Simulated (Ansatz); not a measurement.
The system is BaZrO3.

```
Ba Zr O
1.0
     4.19134    0.00000    0.00000
     0.00000    4.19134    0.00000
     0.00000    0.00000    4.19134
Ba Zr O
1 1 3
Cartesian
  0.0000 0.0000 0.0000
  2.0957 2.0957 2.0957
  2.0957 2.0957 0.0000
  2.0957 0.0000 2.0957
  0.0000 2.0957 2.0957
```

| Item | Value |
| --- | --- |
| Program | Ansatz 0.2.0 |
| Task | relaxation of cell and atoms |
| Functional | BLYP |
| Potentials or basis | Ansatz PAW |
| Cutoff | 420 eV (not typed: the program's choice for these potentials) |
| k mesh | 6 × 6 × 6 |
| Occupations | fermi-dirac, width 0.05 eV |
| Spin | no spin polarisation |

At the start: volume 14.73 Å³/atom.

Q: Where does the relaxation end?

A: It ends after 7 steps and the volume is 15.57 Å³/atom (+5.7 %); space group Pm-3m (No. 221, to 0.05 Å).

The path:
```
step  energy change (eV)  largest force (eV/Å)  volume (Å³)
   1              0.0000                0.0000        73.63
   2             -0.0557                0.0000        79.87
   3             -0.0917                0.0000        77.80
   4             -0.0924                0.0000        77.64
   5             -0.1118                0.0000        77.64
   6             -0.1113                0.0000        77.84
   7             -0.1118                0.0000        77.84
```

Final structure:
```yaml
crystal:
  lattice:
    - [4.26971, 0.00000, 0.00000]
    - [0.00000, 4.26971, 0.00000]
    - [0.00000, 0.00000, 4.26971]
  atoms:
    - { symbol: Ba, position: [0.00000, 0.00000, 0.00000] }
    - { symbol: Zr, position: [0.50000, 0.50000, 0.50000] }
    - { symbol: O, position: [0.50000, 0.50000, 0.00000] }
    - { symbol: O, position: [0.50000, 0.00000, 0.50000] }
    - { symbol: O, position: [0.00000, 0.50000, 0.50000] }
```

Caveat: the plane-wave basis is chosen anew once the cell has moved, so the energies of steps on either side of that aren't comparable; the pressure holds a Pulay correction of +0.6 GPa for the finite cutoff; the PAW data sets come from PBE, with cores solved anew for the run's functional, which leaves a small shift of forces and pressure.
